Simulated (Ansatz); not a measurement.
BeO (wurtzite, space group No. 186), the program Ansatz at the LDA level (PAW). The conduction-band minimum lies at Γ, with 1 equivalent valley. Second derivatives d²E/dk² of the lowest band at one valley (eV·Å²), along Cartesian directions:

| direction | d²E/dk² |
|---|---|
| [100] | 11.14 |
| [010] | 11.14 |
| [001] | 13.11 |
| [110] | 11.14 |
| [101] | 12.13 |
| [011] | 12.13 |

Question: Find the principal effective masses, the density-of-states mass and the conductivity mass.

Answer: Off-diagonal terms follow from H_xy = H[110] − (H_xx + H_yy)/2, and m*/mₑ = 7.620 eV·Å² over each eigenvalue: 0.58, 0.68, 0.68. One valley's DOS mass (m₁m₂m₃)^(1/3) = 0.65, conductivity mass 3/(Σ 1/mᵢ) = 0.65 mₑ.

Question: What effective density of states Nc follows at 300 K for parabolic valleys?

Answer: Nc = 2.509e19 × 1 × (0.65)^(3/2) ≈ 1.3e19 cm⁻³.

Question: With the computed static dielectric constant 6.82 (mean of the diagonal), estimate a hydrogenic donor's binding energy and radius.

Answer: E = 13.606 eV × 0.65/6.82² ≈ 190 meV; a = 0.529 Å × ε/m* ≈ 5.6 Å. Semilocal masses tend to be too small where the gap is.

Space group P6_3mc (wurtzite). The LDA relaxation kept the symmetry of its start; phonons on a q-mesh show no instability.

Potentials: the later of the program's two PAW sets.
